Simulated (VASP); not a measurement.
Wanted: the native input for a VASP 6.6.1 run.

| Quantity | Value |
| --- | --- |
| Task | optical spectrum |
| Functional | PBE |
| Potentials or basis | VASP PAW PBE potentials, release 64 (As) |
| Cutoff | 520 eV |
| k mesh | 9 × 9 × 9 |
| Occupations | gaussian, width 0.02 eV |
| Spin | no spin polarisation |
| Further INCAR settings | ALGO = Normal; EDIFF = 1e-06; NBANDS = 37 |

The structure of As lies in POSCAR:

```
As
1.0
    1.8807968987      1.0858785957      3.5140619945
   -1.8807968987      1.0858785957      3.5140619945
    0.0000000000     -2.1717571915      3.5140619945
As
2
Direct
    0.2260000000      0.2260000000      0.2260000000
    0.7740000000      0.7740000000      0.7740000000
```

These files were run (other wordings do the same):

INCAR

```
SYSTEM = As
ALGO = Normal ; CSHIFT = 0.1
EDIFF = 1E-6 ; ENCUT = 520
GGA = PE ; ISIF = 2
ISMEAR = 0 ; LASPH = .TRUE.
LCHARG = .FALSE. ; LOPTICS = .TRUE.
LREAL = .FALSE. ; LWAVE = .FALSE.
NBANDS = 37 ; NEDOS = 1000
NELM = 80 ; PREC = Accurate
SIGMA = 0.02
```

KPOINTS

```
k-points
0
G
  9 9 9
  0 0 0
```

Potentials or basis: VASP PAW PBE potentials, release 64 (As).

Run with:

```console
$ cat potpaw_PBE.64/As/POTCAR > POTCAR
$ mpirun -np 1 vasp_std > vasp.out
```

Results of the run:

```yaml
Pressure: 4.1 GPa
Largest_force: 0.491 eV/Å
Band_gap_on_the_k_mesh: none (metal or under the smearing width)
```

Caveat: spectra need much finer meshes, so this one isn't converged; independent-particle spectra lack excitons; the intraband (Drude) part of a metal's response may be missing.

It took 63 s on 1 thread of AMD EPYC 9R45 (Zen 5) (shared host), peak memory 0.24 GiB.
